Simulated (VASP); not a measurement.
## TaN: single point with HSE06

The system is TaN.

```
Ta N
1.0
     0.00000    2.18975    2.18975
     2.18975    0.00000    2.18975
     2.18975    2.18975    0.00000
Ta N
1 1
Direct
  0.50000 0.50000 0.50000
  0.00000 0.00000 0.00000
```

The cell comes from a database or a generator and needn't be the stable form of this composition.

| Property | Result |
| --- | --- |
| Program | VASP 6.6.1 |
| Task | single point |
| Functional | HSE06 |
| Potentials or basis | VASP PAW PBE potentials, release 64 (Ta_pv, N) |
| Cutoff | 520 eV |
| k mesh | 8 × 8 × 8 |
| Occupations | gaussian, width 0.1 eV |
| Spin | no spin polarisation |
| Grid for exact exchange (PRECFOCK) | Fast |
| Screening parameter | 0.2 1/A |
| Further INCAR settings | ALGO = Normal; EDIFF = 1e-06 |

```json
{
 "Pressure": "0.1 GPa",
 "Band gap on the k mesh": "none (metal or under the smearing width)"
}
```

Levels at points of the mesh, in eV from the Fermi level:
```
           k point  band 5  band 6  band 7  band 8  band 9  band 10  band 11  band 12
(0.00, 0.00, 0.00)   -4.75   -4.75   -4.75   -2.59   -2.59    -2.59     0.36     0.36
(0.50, 0.00, 0.00)  -12.03   -8.93   -8.93    2.23    2.23     2.38     4.11     8.65
(0.50, 0.50, 0.00)   -7.94   -6.45   -5.71   -5.71    2.62     4.10     4.10     5.39
```

Wall time 21 min on 1 thread of Intel(R) Xeon(R) Platinum 8559C (Emerald Rapids), on a shared host, peak memory 0.26 GiB.

Caveat: the PAW data sets were made with another functional, which shifts forces and pressure a little. The run has no spin-orbit coupling, so splittings on Ta are missing.
